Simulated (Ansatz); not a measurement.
# Al3BP4: the cost of one run

Computed with Ansatz 0.2.0 (DFT PBE, scalar-relativistic, plane waves, PAW, unless a step's input says otherwise).

### Step 1. The structure to begin with

It takes space group P-4m2 (No. 115, tetragonal). Conventional cell: a = 3.625 Å, b = 3.625 Å, c = 10.253 Å, α = 90.00°, β = 90.00°, γ = 90.00°. Al (site symmetry -4m2) is surrounded by 4 P at 2.22 Å. Al (site symmetry 2mm) has 4 P at 2.22 Å as nearest neighbours. Around B (site symmetry -4m2) lie 4 P at 2.22 Å. Around P (site symmetry 2mm) lie 4 Al at 2.22 Å. P (site symmetry 2mm) is surrounded by 2 Al at 2.22 Å and 2 B at 2.22 Å.

Structure file:

```cif
data_structure
_symmetry_space_group_name_H-M 'P-4m2'
_symmetry_Int_Tables_number 115
_cell_length_a 3.6248
_cell_length_b 3.6248
_cell_length_c 10.2525
_cell_angle_alpha 90.000
_cell_angle_beta 90.000
_cell_angle_gamma 90.000
_cell_volume 134.71
loop_
_atom_site_label
_atom_site_type_symbol
_atom_site_symmetry_multiplicity
_atom_site_Wyckoff_symbol
_atom_site_fract_x
_atom_site_fract_y
_atom_site_fract_z
_atom_site_occupancy
Al1 Al 1 a 0.00000 0.00000 0.00000 1
Al2 Al 2 f 0.50000 0.50000 0.25000 1
B1 B 1 d 0.00000 0.00000 0.50000 1
P1 P 2 g 0.50000 0.00000 0.12500 1
P2 P 2 g 0.00000 0.50000 0.37500 1
```

The start is an ordering of an alloy on its end members' structure types: elements ordered on the sites of the BP type, B/Al on B (P-4m2, No. 115).

### Step 2. A first look at the guess

Contents of input.yaml:

```yaml
crystal:
  lattice:
    - [3.62480834, 0.0, 0.0]
    - [0.0, 3.62480834, 0.0]
    - [0.0, 0.0, 10.25250622]
  atoms:
    - { symbol: Al, position: [0.0, 0.0, 0.0] }
    - { symbol: Al, position: [0.5, 0.5, 0.25] }
    - { symbol: Al, position: [0.5, 0.5, 0.75] }
    - { symbol: B, position: [0.0, 0.0, 0.5] }
    - { symbol: P, position: [0.5, 0.0, 0.125] }
    - { symbol: P, position: [0.0, 0.5, 0.375] }
    - { symbol: P, position: [0.5, 0.0, 0.625] }
    - { symbol: P, position: [0.0, 0.5, 0.875] }
basis:
  ecutwfc: 420
kpoints:
  mp_grid: { grid: [6, 6, 2] }
hamiltonian:
  xc: pbe
scf:
  occupations: { method: gaussian, width: 0.1 }
  lower_state_search: "off"
output:
  forces: true
  stress: true
  eigenvalues: true
```

Run with:

```sh
ansatz run input.yaml --threads 1 --pin off --max-ram 2560MiB --backend cpu --events-out ev --progress --plain --runs-dir out
```

Q: Estimate wall time and peak memory on 1 thread of Intel Xeon at 2.70GHz, shared host.

About 9.4 s, with a peak of 0.36 GiB.
